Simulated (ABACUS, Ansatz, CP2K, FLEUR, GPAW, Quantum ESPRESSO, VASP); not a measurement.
**Co: programs and potentials compared**

```
Co
1.0
     2.47200    0.00000    0.00000
    -1.23600    2.14081    0.00000
     0.00000    0.00000    4.02114
Co
2
Direct
  0.66485 0.31270 0.74273
  0.34334 0.65289 0.24011
```

Atoms were shifted at random by some hundredths of an Å from the given cell, which wasn't relaxed again for these runs.

Alike in all runs: task single point; functional PBE; k mesh 12 × 12 × 7; occupations fermi-dirac, width 0.05 eV; collinear spin, ferromagnetic start; no spin-orbit coupling. Pressure is positive in compression and, in plane waves, holds the error of the finite cutoff.

```tsv
program and potentials	plane-wave cutoff (eV)	notes	pressure (GPa)	net moment per atom (μB)	largest force (eV/Å)	energy over the undisturbed cell (meV/atom)
FLEUR, all-electron, FLAPW	-	-	-	1.61	0.095	0.60
CP2K, POTENTIAL_UZH Co GTH-PBE-q17; TZVP-MOLOPT-PBE-GTH basis	-	atomic basis; 17 valence electrons an atom on average	6.60	1.66	0.094	0.44
Ansatz, all-electron LAPW, scalar-relativistic	-	-	4.70	1.61	0.095	-
ABACUS, PseudoDojo NC SR 0.4.1 PBE standard, plane waves	1320	17 valence electrons an atom on average	?	?	?	?
Quantum ESPRESSO, SSSP 1.3 efficiency PBE	748	17 valence electrons an atom on average	5.01	1.65	0.092	0.55
GPAW, GPAW PAW data sets (gpaw-data 1.2.1)	600	9 valence electrons an atom on average	4.86	1.60	0.099	-
VASP, PBE PAW files Co, 520 eV	520	9 valence electrons an atom on average	3.90	1.60	0.095	-
```

Task: Estimate from the other rows what the run with ABACUS, PseudoDojo NC SR 0.4.1 PBE standard, plane waves gave.

Result: Pressure 5.31 GPa; net moment per atom 1.63 μB; largest force 0.094 eV/Å; energy over the undisturbed cell 0.56 meV/atom. The other rows, which needn't bracket it: pressure 3.90 to 6.60; net moment per atom 1.60 to 1.66; largest force 0.092 to 0.099; energy over the undisturbed cell 0.44 to 0.60.
